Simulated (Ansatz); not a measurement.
**Checking a converged run of Co**

Co is taken as an experimental structure (space group Fm-3m, primitive cell doubled), 2 atoms in the cell. Source: COD entry 9012946; the sample's temperature and pressure aren't taken into account, and it need not be the stable phase.

All numbers below come from DFT, PBE+U, PAW, plane waves, scalar-relativistic in Ansatz development build ahead of 0.2.0.

```yaml
crystal:
  lattice:
    - [0.0, 1.8051, 1.8051]
    - [1.8051, 0.0, 1.8051]
    - [3.6102, 3.6102, 0.0]
  atoms:
    - { symbol: Co, position: [0.0, 0.0, 0.0], spin: 0.09 }
    - { symbol: Co, position: [0.0, 0.0, 0.5], spin: 0.09 }
  symmetry: { detect: false, time_reversal: true }
magnetization:
  spin_polarized: true
hamiltonian:
  xc: pbe
  pseudopotentials: { kind: paw }
  hubbard:
    sites:
      - { site: 0, l: d, u_eff: 2.2, starting_ns: [{ spin: up, occupation_matrix: s0up }, { spin: down, occupation_matrix: s0down }] }
      - { site: 1, l: d, u_eff: 2.2, starting_ns: [{ spin: up, occupation_matrix: s1up }, { spin: down, occupation_matrix: s1down }] }
    occupation_matrices:
      s0up:
        matrix:
          - [0.999999, 0.0, 0.0, 0.0, 0.0]
          - [0.0, 0.999999, 0.0, 0.0, 0.0]
          - [0.0, 0.0, 0.999999, 0.0, 0.0]
          - [0.0, 0.0, 0.0, 0.999999, 0.0]
          - [0.0, 0.0, 0.0, 0.0, 0.999999]
      s0down:
        matrix:
          - [0.969134, 0.083104, 0.103232, -0.098708, 0.05105]
          - [0.083104, 0.64435, -0.239358, 0.361714, 0.184733]
          - [0.103232, -0.239358, 0.643436, 0.302066, -0.265013]
          - [-0.098708, 0.361714, 0.302066, 0.614533, -0.071111]
          - [0.05105, 0.184733, -0.265013, -0.071111, 0.128546]
      s1up:
        matrix:
          - [0.999999, 0.0, 0.0, 0.0, 0.0]
          - [0.0, 0.999999, 0.0, 0.0, 0.0]
          - [0.0, 0.0, 0.999999, 0.0, 0.0]
          - [0.0, 0.0, 0.0, 0.999999, 0.0]
          - [0.0, 0.0, 0.0, 0.0, 0.999999]
      s1down:
        matrix:
          - [0.714445, 0.184019, 0.402518, 0.001552, 0.090147]
          - [0.184019, 0.048313, 0.099364, 0.025036, 0.040184]
          - [0.402518, 0.099364, 0.247123, -0.11534, -0.029239]
          - [0.001552, 0.025036, -0.11534, 0.663915, 0.457382]
          - [0.090147, 0.040184, -0.029239, 0.457382, 0.326206]
basis:
  ecutwfc: 420
kpoints:
  mp_grid: { grid: [13, 13, 7] }
scf:
  occupations: { method: fermi_dirac, width: 0.1 }
  lower_state_search: "off"
  max_iter: 200
output:
  forces: true
  stress: true
```

Time: 110 s on 2 threads of Arm Neoverse V1, on a shared host, peak memory 0.89 GiB.

The end of the output:

```
SCF converged after 34 iterations
Magnetization: 3.6294 μB (18.8147 up, 15.1853 down)
Absolute magnetization: 3.9954 μB (∫|ρ↑−ρ↓|, with the PAW one-centre terms)
Spin contamination: 0.1036 ħ² per cell (⟨S²⟩ above its minimum at these occupations)
Per-site moments (μB) at R_I (Å): [(1.8958, 1.0530), (1.8958, 1.0530)]
Free energy (F): -10249.466928 eV
Harris-Foulkes:  -10249.466928 eV  (|F-HF|=8.06e-9)
Internal energy: -10249.421925 eV  (E = F + TS)
E sigma→0 (E₀):  -10249.444427 eV
Entropy (-TS):   -0.045003 eV (-22.501 meV/atom)
Fermi energy:    17.039730 eV
--- Specified on-site occupations, and those of the state reported ---
  electrons in the specified blocks: 15.0000 specified, 15.5921 found
  site 1 (l=d) ↓: largest change of an orbital's occupation 0.7618; electrons 2.0000 specified, 2.9362 found; spectral distance 0.9511
  site 0 (l=d) ↓: largest change of an orbital's occupation 0.7605; electrons 3.0000 specified, 2.9362 found; spectral distance 0.6183
  site 1 (l=d) ↑: largest change of an orbital's occupation 0.0353; electrons 5.0000 specified, 4.8598 found; spectral distance 0.0654
  site 0 (l=d) ↑: largest change of an orbital's occupation 0.0353; electrons 5.0000 specified, 4.8598 found; spectral distance 0.0654
--- Forces (eV/Å), atoms counted from 1 ---
  atom   1  Co    -0.00001144    -0.00001146     0.00001150
  atom   2  Co     0.00001145     0.00001150    -0.00001153
--- Stress (GPa, compression-positive) ---
       -5.959250      -0.351900       0.156093
       -0.351544      -5.959271       0.156335
        0.156099       0.156398      -5.872257
  P = ⅓ Tr σ = -5.9303 GPa (-59.303 kbar)
```

The mesh has less symmetry than the lattice, which lowers the symmetry of the run.

A static U favours moments and orbital order; the result depends on U and need not be the measured state. The U is a test value, not one fitted to this metal, and a U on a metal's d shells tends to overstate moments.

Site moments are taken inside atomic spheres and don't add up to the total.

Eigenvalues of the Hubbard occupation matrices: Co1 up 0.96 0.97 0.97 0.98 0.98, down 0.33 0.33 0.76 0.76 0.76; Co2 up 0.96 0.97 0.97 0.98 0.98, down 0.33 0.33 0.76 0.76 0.76.

Q: The run converged. Is this the lowest state of the cell, and if not, what lies lower and how is it reached?

A: No lower state turned up: it is the lowest of 4 states reached by 16 converged runs, and the next lies 235 meV/atom higher (antiferromagnetic, site moments Co1 1.83, Co2 -1.83 μB, total 0.00 μB per cell, no gap on the k-mesh). The typed fillings weren't kept. That doesn't prove a ground state. This multiple of the primitive cell fits some opposed orders; other multiples fit others. Orders that need a larger cell or non-collinear spins weren't tried.
